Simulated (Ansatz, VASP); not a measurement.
# Ta4HN4 (H on TaN(001)) in two plane-wave programs, part 2 of 2

Aim: how closely do two programs agree when they are given the same cell, functional and k mesh? The structure shown is the end of the VASP relaxation below.

VASP 6.6.1 and Ansatz 0.2.0.

So far: The structure; VASP: relaxation, PBEsol.

## Step 3: Ansatz: single point, PBEsol

Level of this step: Ansatz beside VASP: Kohn-Sham DFT, plane waves, PBEsol (Ansatz).

Ansatz runs on its default PAW (the set named soft_2) files.

The same cell, functional, mesh and smearing now go to Ansatz, which takes its cutoff from its data sets.

input.yaml

```yaml
crystal:
  lattice:
    - [6.1942554, 0.0, 0.0]
    - [0.0, 6.1942554, 0.0]
    - [0.0, 0.0, 24.32]
  atoms:
    - { symbol: Ta, position: [0.0, 0.0, 0.32894737] }
    - { symbol: Ta, position: [0.0, 0.5, 0.32894737] }
    - { symbol: Ta, position: [0.5, 0.0, 0.32894737] }
    - { symbol: Ta, position: [0.5, 0.5, 0.32894737] }
    - { symbol: Ta, position: [0.25, 0.25, 0.41899671] }
    - { symbol: Ta, position: [0.25, 0.75, 0.41899671] }
    - { symbol: Ta, position: [0.75, 0.25, 0.41899671] }
    - { symbol: Ta, position: [0.75, 0.75, 0.41899671] }
    - { symbol: Ta, position: [0.0, 0.0, 0.51849173] }
    - { symbol: Ta, position: [0.0, 0.5, 0.51849173] }
    - { symbol: Ta, position: [0.5, 0.0, 0.51849173] }
    - { symbol: Ta, position: [0.5, 0.5, 0.51849173] }
    - { symbol: Ta, position: [0.25, 0.25, 0.60581714] }
    - { symbol: Ta, position: [0.25, 0.75, 0.60581714] }
    - { symbol: Ta, position: [0.75, 0.25, 0.60581714] }
    - { symbol: Ta, position: [0.75, 0.75, 0.60581714] }
    - { symbol: "N", position: [0.25, 0.25, 0.32894737] }
    - { symbol: "N", position: [0.25, 0.75, 0.32894737] }
    - { symbol: "N", position: [0.75, 0.25, 0.32894737] }
    - { symbol: "N", position: [0.75, 0.75, 0.32894737] }
    - { symbol: "N", position: [0.0, 0.0, 0.41899671] }
    - { symbol: "N", position: [0.0, 0.5, 0.41899671] }
    - { symbol: "N", position: [0.5, 0.0, 0.41899671] }
    - { symbol: "N", position: [0.5, 0.5, 0.41899671] }
    - { symbol: "N", position: [0.25, 0.25, 0.50791574] }
    - { symbol: "N", position: [0.25, 0.75, 0.50791574] }
    - { symbol: "N", position: [0.75, 0.25, 0.50791574] }
    - { symbol: "N", position: [0.75, 0.75, 0.50791574] }
    - { symbol: "N", position: [0.0, 0.0, 0.60867627] }
    - { symbol: "N", position: [0.0, 0.5, 0.60867627] }
    - { symbol: "N", position: [0.5, 0.0, 0.60867627] }
    - { symbol: "N", position: [0.5, 0.5, 0.60867627] }
    - { symbol: H, position: [0.25, 0.25, 0.67783816] }
    - { symbol: H, position: [0.25, 0.75, 0.67783816] }
    - { symbol: H, position: [0.75, 0.25, 0.67783816] }
    - { symbol: H, position: [0.75, 0.75, 0.67783816] }
hamiltonian:
  xc: pbesol
  pseudopotentials: { kind: paw }
kpoints:
  mp_grid: { grid: [4, 4, 1] }
scf:
  occupations: { method: methfessel_paxton, width: 0.1 }
  n_extra_bands: 13
efield:
  axis: 3
  dipole_correction: true
  ramp_width: 0.04
output:
  forces: true
  eigenvalues: true
```

Run with:

```console
$ ansatz run input.yaml --threads 8 --pin off --max-ram 18432MiB --backend cpu --events-out ev --progress --plain --runs-dir out
```

Numbers of over 12 decimals in the logs are rounded to 6 here.

Output:

```text
scf.n_extra_bands = 13 over 146 filled bands (N_el = 292.0): the run solves 159 bands
Engine: ansatz 0.2.0, aarch64-unknown-linux-gnu
Pseudopotentials: kind: paw
Pseudopotential: Ta, paw, valence charge 13, recommended cutoff 420 eV (normal), Ta.paw.azcp
Pseudopotential: N, paw, valence charge 5, recommended cutoff 420 eV (normal), N.paw.azcp
Pseudopotential: H, paw, valence charge 1, recommended cutoff 420 eV (normal), H.paw.azcp
Functional definition: PBEsol
  exchange = pbesol_x
  correlation = pbesol_c
Crystal: 36 atoms, lattice volume = 933.129 Å³
Basis set: ecut = 420 eV, 18253 PW (Γ), exchange–correlation on 90×90×360 points (8 copies of the dense FFT grid, shifted against one another)
Bands: 159, of which v1, the nominal top of the filled ones, is band 146 counted from 1 (145 counted from 0)
Symmetry: 32 space group operations
Space group: P4mm (ITA 99), of the structure as read, at distance tolerance 9.8e-5 Å
k-points: 6 of 16
Non-local potential: Ta, projectors of the file, l = 0: 3, l = 1: 2, l = 2: 2, l = 3: 1
Non-local potential: N, projectors of the file, l = 0: 2, l = 1: 2, l = 2: 1
Non-local potential: H, projectors of the file, l = 0: 2, l = 1: 1
PAW form: soft (Blöchl's): semilocal exchange-correlation on the pseudo side does not see the compensation charge
PAW frozen core: Ta, regenerated for the run's functional, and the local potential with it (the file was generated under x = pbe(κ = 0.804, μ = 0.219515), c = pbe(β = 0.066725))
PAW frozen core: N, regenerated for the run's functional, and the local potential with it (the file was generated under x = pbe(κ = 0.804, μ = 0.219515), c = pbe(β = 0.066725))
PAW one-centre angular grid: Ta, 590 points (default); XC on 64 Gauss nodes
PAW one-centre angular grid: N, 110 points (default); XC on 64 Gauss nodes
PAW one-centre angular grid: H, 110 points (default); XC on 64 Gauss nodes
Initial density: superposition of atomic densities (neutral atoms: chi_scale 0, normalization atom), corrected by the library's trained network
Initial wavefunctions: pseudopotential atomic-orbital guess
Functional: x = pbesol(κ = 0.804, μ = 0.123457), c = pbesol(β = 0.046)
SCF iter   1: F=—  HF=-163049.281833 eV  |F-HF|=—  |Δ(HF+E_count)|=         —  Δρ=1.21e-2  dr2=4.90e0  ethr=1.77e-3  p=-0.507 e·Å  D=-9.83e-2 V/Å  ΔV_dip=2.39 eV  dr2_dipole=6.23e-1  V_vac-E_F(+/−)=5.98/3.59 eV  ⟨swp⟩=9.0  Hψ=4812  notcnv=0
efield: sawtooth ramp at fractional position 0.9834 (placed from the atoms, in the widest stretch of the axis that holds none; the zero of the levels goes with the place), width 0.0400; the density the first Hamiltonian is built on has a dipole p = -0.507 e·Å; the dipole correction subtracts the counter field D = -9.83e-2 V/Å, which shifts the + side's vacuum level by +2.39 eV against the − side's; the planar-averaged density in the ramp window peaks in size at 3.3e-5 e/Å³
preconditioner: auto → LDOS  [insulator: Δε(μ)=0.091 eV  Ē_g=7.871 eV  σ=0.100 eV  W_gap=0.56  n_scr=156 (ndim 8)  ℏωp=15.6 eV  f_vac=0.545  D(μ)=16.90/eV (n_scr^D=94)  ε∞_Penn≈4.9  β→1.0]
SCF iter   2: F=—  HF=-163048.955922 eV  |F-HF|=—  |Δ(HF+E_count)|=   3.26e-1  S|Δr|=    0.00e0  Δρ=8.04e-3  dr2=5.09e-1  ethr=1.68e-3  p=-0.643 e·Å  D=-1.25e-1 V/Å  ΔV_dip=3.03 eV  dr2_dipole=1.58e-4  V_vac-E_F(+/−)=6.55/3.51 eV  ⟨swp⟩=2.8  Hψ=1728  notcnv=0  defer=14
SCF iter   3: F=—  HF=-163048.847251 eV  |F-HF|=—  |Δ(HF+E_count)|=   1.09e-1  S|Δr|=    0.00e0  Δρ=2.50e-3  dr2=1.05e-1  ethr=1.74e-4  p=-0.644 e·Å  D=-1.25e-1 V/Å  ΔV_dip=3.04 eV  dr2_dipole=1.31e-2  V_vac-E_F(+/−)=6.52/3.48 eV  ⟨swp⟩=3.0  Hψ=1914  notcnv=0  defer=14
SCF iter   4: F=—  HF=-163048.836675 eV  |F-HF|=—  |Δ(HF+E_count)|=   1.06e-2  S|Δr|=    0.00e0  Δρ=6.37e-4  dr2=1.07e-2  ethr=3.61e-5  p=-0.654 e·Å  D=-1.27e-1 V/Å  ΔV_dip=3.09 eV  dr2_dipole=5.33e-4  V_vac-E_F(+/−)=6.53/3.44 eV  ⟨swp⟩=2.2  Hψ=1518  notcnv=0  defer=14
SCF iter   5: F=—  HF=-163048.835602 eV  |F-HF|=—  |Δ(HF+E_count)|=   1.07e-3  S|Δr|=    0.00e0  Δρ=1.58e-4  dr2=3.84e-4  ethr=3.68e-6  p=-0.659 e·Å  D=-1.28e-1 V/Å  ΔV_dip=3.11 eV  dr2_dipole=6.16e-7  V_vac-E_F(+/−)=6.52/3.42 eV  ⟨swp⟩=2.3  Hψ=1484  notcnv=0  defer=14
SCF iter   6: F=—  HF=-163048.835706 eV  |F-HF|=—  |Δ(HF+E_count)|=   1.04e-4  S|Δr|=    0.00e0  Δρ=5.61e-5  dr2=1.70e-4  ethr=1.32e-7  p=-0.664 e·Å  D=-1.29e-1 V/Å  ΔV_dip=3.13 eV  dr2_dipole=5.90e-6  V_vac-E_F(+/−)=6.53/3.40 eV  ⟨swp⟩=3.2  Hψ=1925  notcnv=0  defer=14
SCF iter   7: F=—  HF=-163048.835693 eV  |F-HF|=—  |Δ(HF+E_count)|=   1.24e-5  S|Δr|=    0.00e0  Δρ=2.80e-5  dr2=2.56e-5  ethr=5.81e-8  p=-0.665 e·Å  D=-1.29e-1 V/Å  ΔV_dip=3.14 eV  dr2_dipole=3.78e-9  V_vac-E_F(+/−)=6.52/3.38 eV  ⟨swp⟩=2.8  Hψ=1500  notcnv=0  defer=14
SCF iter   8: F=—  HF=-163048.835978 eV  |F-HF|=—  |Δ(HF+E_count)|=   2.85e-4  S|Δr|=    0.00e0  Δρ=1.22e-5  dr2=4.16e-6  ethr=8.77e-9  p=-0.668 e·Å  D=-1.29e-1 V/Å  ΔV_dip=3.15 eV  dr2_dipole=6.61e-8  V_vac-E_F(+/−)=6.52/3.37 eV  ⟨swp⟩=3.5  Hψ=1932  notcnv=0  defer=14
SCF iter   9: F=—  HF=-163048.835979 eV  |F-HF|=—  |Δ(HF+E_count)|=   1.05e-6  S|Δr|=    0.00e0  Δρ=4.06e-6  dr2=6.76e-7  ethr=1.43e-9  p=-0.668 e·Å  D=-1.30e-1 V/Å  ΔV_dip=3.15 eV  dr2_dipole=8.35e-8  V_vac-E_F(+/−)=6.52/3.37 eV  ⟨swp⟩=2.8  Hψ=1797  notcnv=0  defer=14
SCF iter  10: F=—  HF=-163048.835979 eV  |F-HF|=—  |Δ(HF+E_count)|=   2.10e-7  S|Δr|=    0.00e0  Δρ=1.52e-6  dr2=1.06e-7  ethr=2.32e-10  p=-0.668 e·Å  D=-1.30e-1 V/Å  ΔV_dip=3.15 eV  dr2_dipole=3.28e-8  V_vac-E_F(+/−)=6.52/3.37 eV  ⟨swp⟩=3.0  Hψ=1751  notcnv=0  defer=14
SCF iter  11: F=-163048.835979 eV  HF=-163048.835979 eV  |F-HF|=2.71e-9  |Δ(HF+E_count)|=   1.15e-8  S|Δr|=    0.00e0  Δρ=4.89e-7  dr2=5.86e-9  ethr=3.42e-11  p=-0.668 e·Å  D=-1.30e-1 V/Å  ΔV_dip=3.15 eV  dr2_dipole=1.30e-9  V_vac-E_F(+/−)=6.52/3.37 eV  ⟨swp⟩=15.7  Hψ=4295  notcnv=0
SCF 1 converged in 11 iterations: F = -163048.835979 eV  dr2 = 5.86e-9
  greatest PAW one-centre occupation: 1.000 electrons in one spin orbital (limit 2), on the Ta atom at site 11 (counted from 0), in its partial waves of l = 0
SCF converged after 11 iterations
Stability not checked: this state was not tested for a lower state beside it, because cold or Methfessel-Paxton smearing, or corrected tetrahedra, fill the levels in a way that the test cannot read (fill_not_monotonic; see scf.lower_state_search)
Free energy (F): -163048.835979 eV
Harris-Foulkes:  -163048.835979 eV  (|F-HF|=2.71e-9)
Internal energy: -163048.823024 eV  (E = F + TS)
E sigma→0 (E₀):  -163048.832740 eV
Entropy (-TS):   -0.012955 eV (-0.360 meV/atom)
Fermi energy:    4.629744 eV
Dipole field:    D = -0.129498 V/Å  (p = -0.667795 e·Å, saw-weighted, corrected)
Work function:   Φ+ = 6.5225 eV   Φ− = 3.3731 eV
Levels:          The Fermi level and band energies are counted from a zero that moves with the ramp; work functions are not
--- Per-component energies (eV) ---
  E_band       = -5472.052080
  E_kinetic    = 7990.703066
  E_local      = -331110.303469  (includes V_loc(G=0)·N_el)
  E_nonlocal   = 1004.253186
  E_hartree    = 161673.012790
  E_xc         = -4457.871746
  E_vxc        = -4521.278389  (∫ρ·V_xc dr)
  E_paw        = -134320.162171  (= ΣΔE_a)
  E_vpaw       = -2151.217865  (= ΣTr[D̂ρ^β])
  E_aug_tail   = -0.001016  (compensation charges beyond the density's cutoff)
  E_efield     = 0.043239  (sawtooth field / dipole correction)
  E_vefield    = -30.246756  (∫n·V_field dr)
  E_ewald      = 136167.635172
  E_core_change = 3.867925  (= ΣΔE_core)
  E_smearing   = -0.012955  (= −TS)
  E_closure    = -0.000000  (closes the sum)
  Σ components = -163048.835979   (vs F -163048.835979, Δ=0.00e0)
--- Forces (eV/Å), atoms counted from 1 ---
  atom   1  Ta     0.00000000    -0.00000000     2.54775580
  atom   2  Ta     0.00000000    -0.00000000     2.54775580
  atom   3  Ta     0.00000000    -0.00000000     2.54775580
  atom   4  Ta     0.00000000     0.00000000     2.54775580
  atom   5  Ta    -0.00000000     0.00000000    -0.62650895
  atom   6  Ta    -0.00000000     0.00000000    -0.62650895
  atom   7  Ta    -0.00000000     0.00000000    -0.62650895
  atom   8  Ta     0.00000000     0.00000000    -0.62650895
  atom   9  Ta    -0.00000000    -0.00000000    -0.00592024
  atom  10  Ta    -0.00000000    -0.00000000    -0.00592024
  atom  11  Ta    -0.00000000     0.00000000    -0.00592024
  atom  12  Ta    -0.00000000    -0.00000000    -0.00592024
  atom  13  Ta     0.00000000     0.00000000    -0.04046013
  atom  14  Ta    -0.00000000    -0.00000000    -0.04046013
  atom  15  Ta     0.00000000     0.00000000    -0.04046013
  atom  16  Ta     0.00000000     0.00000000    -0.04046013
  atom  17  N     -0.00000000     0.00000000    -1.85382083
  atom  18  N     -0.00000000     0.00000000    -1.85382083
  atom  19  N     -0.00000000     0.00000000    -1.85382083
  atom  20  N     -0.00000000     0.00000000    -1.85382083
  atom  21  N      0.00000000    -0.00000000    -0.02302846
  atom  22  N      0.00000000    -0.00000000    -0.02302846
  atom  23  N     -0.00000000     0.00000000    -0.02302846
  atom  24  N     -0.00000000     0.00000000    -0.02302846
[...]
atom  29  N     -0.00000000     0.00000000    -0.00482568
  atom  30  N     -0.00000000     0.00000000    -0.00482568
  atom  31  N     -0.00000000     0.00000000    -0.00482568
  atom  32  N     -0.00000000     0.00000000    -0.00482568
  atom  33  H      0.00000000     0.00000000    -0.00695835
  atom  34  H      0.00000000    -0.00000000    -0.00695835
  atom  35  H      0.00000000     0.00000000    -0.00695835
  atom  36  H     -0.00000000    -0.00000000    -0.00695835
  max |Σ_I F_I| component: 2.44e-5 eV/Å
--- Band table (eV; the first three rows and the last of 6) ---
  k-point 0: bands = [... 142 lower, 4.4855, 4.7842, 4.7842, 5.1143, 5.1143, 5.2032, 5.4994, 5.4994, ... 9 higher]
  k-point 1: bands = [... 142 lower, 3.9696, 4.2824, 4.3041, 4.7701, 4.9141, 4.9499, 4.9541, 5.0053, ... 9 higher]
  k-point 2: bands = [... 142 lower, 3.8323, 3.8323, 3.9062, 3.9062, 4.1088, 4.1088, 4.2580, 4.2580, ... 9 higher]
  k-point 5: bands = [... 142 lower, 4.8549, 4.8549, 4.9318, 4.9318, 4.9318, 4.9318, 5.3497, 5.3497, ... 9 higher]
```

The job ended after 28 s (8 threads of Arm Neoverse N1, shared host; peak memory 3.4 GiB).

## Step 4: Comparison

Known differences besides the potentials themselves: the data sets hold 292 valence electrons in Ansatz (default PAW (the set named soft_2) files) and 260 in VASP; the cutoff is 420 eV in Ansatz and 400 eV in VASP (PREC = Normal, projectors in real space); Ansatz makes its cores anew for this functional, VASP keeps those of its PBE data sets. Total energies have different zeros and are not compared.

Forces on 8 of the 36 atoms, those with the largest forces and the largest differences (eV/Å; atoms numbered as in POSCAR):

```csv
atom,"Ansatz x, y, z","VASP x, y, z"
Ta1,"0.000, 0.000, 2.548","0.000, 0.000, 2.503"
Ta2,"0.000, 0.000, 2.548","0.000, 0.000, 2.503"
Ta3,"0.000, 0.000, 2.548","0.000, 0.000, 2.503"
Ta4,"0.000, 0.000, 2.548","0.000, 0.000, 2.503"
N17,"0.000, 0.000, -1.854","0.000, 0.000, -1.904"
N18,"0.000, 0.000, -1.854","0.000, 0.000, -1.904"
N19,"0.000, 0.000, -1.854","0.000, 0.000, -1.904"
N20,"0.000, 0.000, -1.854","0.000, 0.000, -1.904"
```

The forces differ by 16 meV/Å r.m.s., which is 2.6 % of the r.m.s. force of 0.62 eV/Å (both taken over all components, held atoms included).

## Step 5: Results

- r.m.s. force difference (single point, PBEsol): 2.6 % of the r.m.s. force

**Reading.** The r.m.s. force difference is 2.6 % of the r.m.s. force (single point, PBEsol), within the 3 % picked in this series as the mark of a large difference. How closely two codes agree says nothing of how well the functional describes the real material.

[Lines on the potential files, build, host, timing and source positions are cut from VASP's logs without a mark.]

[Logs are printed without paths, hosts, clocks, repeated set-up lines and the standing remarks that a program may print on its own settings, such as how far it seeks lower states.]

[Hosts, paths, dates, database ids (printed as entryN), source tags and the programs' standing remarks are cut or masked in the printed files.]
